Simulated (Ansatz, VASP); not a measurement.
**Ti: VASP beside Ansatz**

```
CELL_PARAMETERS angstrom
-0.43993 1.83557 1.83557
1.83557 -0.43993 1.83557
1.83557 1.83557 -0.43993
ATOMIC_POSITIONS crystal
Ti 0.00000 0.00000 0.00000
```

Alike in both runs: task single point; functional PBEsol; k mesh 22 × 22 × 22; occupations gaussian, width 0.15 eV; no spin polarisation.

```csv
,VASP,Ansatz
version,VASP 6.6.1,Ansatz 0.2.0
potentials or method,"VASP PAW PBE potentials, release 64 (Ti_sv)","scalar-relativistic, plane waves, PAW"
plane-wave cutoff (eV),520,420
valence electrons in the cell,12,12
```

|  | VASP | Ansatz | Ansatz less VASP |
| --- | --- | --- | --- |
| gap on the k mesh at the Fermi level (eV) | none | none | - |
| pressure (GPa) | 0.6 | 0.9 | +0.22 |
| largest component of the traceless stress (GPa) | 7.84 | 7.88 | +0.041 |

A gap of «none» marks a metal or a gap that the smearing closes.

Caveats: the PAW data sets were made with another functional, which shifts forces and pressure a little (VASP).
